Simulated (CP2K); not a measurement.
Rh:

```
Rh
1.0
     2.68397    0.00000    0.00000
     1.34198    2.32438    0.00000
     1.34198    0.77479    2.19145
Rh
1
Cartesian
  0.0000 0.0000 0.0000
```

Base run:

| Property | Result |
| --- | --- |
| Program | CP2K 2026.2 |
| Functional | PBE |
| Potentials or basis | POTENTIAL_UZH Rh GTH-PBE-q17; TZVP-MOLOPT-PBE-GTH basis |
| Density cutoff | 6803 eV |
| k mesh | 12 × 12 × 12 |
| Occupations | fermi-dirac, width 0.05 eV |
| Spin | no spin polarisation |

Its results: band gap on the k mesh none (metal or under the smearing width); pressure 9.7 GPa.

**Question.** After a change of settings the same cell gave: band gap on the k mesh none (metal or under the smearing width); pressure 13.1 GPa. Which change was it?
A. potentials or basis from POTENTIAL_UZH Rh GTH-PBE-q17; TZVP-MOLOPT-PBE-GTH basis to POTENTIAL_UZH Rh GTH-PBE-q17; ccGRB-D basis; basis sets from Rh TZVP-MOLOPT-PBE-GTH-q17 to Rh ccGRB-D-q17
B. potentials or basis from POTENTIAL_UZH Rh GTH-PBE-q17; TZVP-MOLOPT-PBE-GTH basis to POTENTIAL_UZH Rh GTH-PBE-q17; TZV2P-MOLOPT-PBE-GTH basis; basis sets from Rh TZVP-MOLOPT-PBE-GTH-q17 to Rh TZV2P-MOLOPT-PBE-GTH-q17
C. potentials or basis from POTENTIAL_UZH Rh GTH-PBE-q17; TZVP-MOLOPT-PBE-GTH basis to POTENTIAL_UZH Rh GTH-PBE-q17; DZVP-MOLOPT-PBE-GTH basis; basis sets from Rh TZVP-MOLOPT-PBE-GTH-q17 to Rh DZVP-MOLOPT-PBE-GTH-q17

**Answer.** A.

Caveats: the basis of atomic orbitals isn't converged, which shifts pressures, moduli and gaps.
